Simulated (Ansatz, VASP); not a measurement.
**SnTe: VASP beside Ansatz**

```
CELL_PARAMETERS angstrom
3.90470 0.00000 0.00000
0.00000 3.90470 0.00000
0.00000 0.00000 3.90470
ATOMIC_POSITIONS crystal
Sn 0.00000 0.00000 0.00000
Te 0.50000 0.43597 0.50000
```

Change from the starting cell: all Te atoms moved -0.250 Å, as atom 2 along Cartesian [0 1 0].

Alike in both runs: task single point; functional PBE; dispersion D3(BJ); k mesh 12 × 12 × 12; occupations gaussian, width 0.15 eV; no spin polarisation.

|  | VASP | Ansatz |
| --- | --- | --- |
| version | VASP 6.6.1 | Ansatz 0.2.0 |
| potentials or method | VASP PAW PBE potentials, release 64 (Sn_d, Te) | scalar-relativistic, plane waves, PAW |
| plane-wave cutoff (eV) | 520 | 420 |
| valence electrons in the cell | 20 | 30 |

```tsv
	VASP	Ansatz	Ansatz less VASP
gap on the k mesh at the Fermi level (eV)	none	none	-
pressure (GPa)	-1.8	-1.8	+0.04
largest component of the traceless stress (GPa)	0.13	0.13	+0.003
rms of the force components (eV/Å)	0.052	0.054	+0.0015
```

Atom by atom the forces differ by 0.002 eV/Å (rms over components). A gap of «none» marks a metal or a gap that the smearing closes. The functional is the same, so the differences come from potentials, cutoffs and numerics. The two sets of potentials don't hold the same shells in valence.

Caveats: pairwise dispersion overbinds metals, which lowers pressure and volume. Spin-orbit coupling is left out, which matters for the levels of Te.
